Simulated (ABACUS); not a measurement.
GaP:

```
CELL_PARAMETERS angstrom
0.00000 2.72525 2.72525
2.72525 0.00000 2.72525
2.72525 2.72525 0.00000
ATOMIC_POSITIONS crystal
Ga 0.00000 0.00000 0.00000
P 0.25000 0.25000 0.25000
```

Base run:

```yaml
Program: ABACUS 3.10.1
Functional: TPSS
Potentials_or_basis: SG15 ONCV 1.2 PBE
Cutoff: 1361 eV
Density_cutoff: 5442 eV
Basis: DZP LCAO (the cutoffs set its grid)
k_mesh: 8 × 8 × 8
Occupations: fermi-dirac, width 0.05 eV
Spin: no spin polarisation
```

Its results: band gap on the k mesh 1.71 eV, indirect (least direct gap 2.20 eV); pressure 3.9 GPa.

After a change of settings the same cell gave: band gap on the k mesh 1.66 eV, indirect (least direct gap 1.96 eV); pressure 3.9 GPa. Which change was it?
A. functional from TPSS to r2SCAN
B. functional from TPSS to PBEsol
C. functional from TPSS to PW91
D. functional from TPSS to AM05

C.

Caveats: the atomic orbitals were generated for these runs and aren't a published set; the potentials were made for another functional, which shifts forces and pressure; the basis of atomic orbitals isn't converged, which shifts pressures, moduli and gaps.
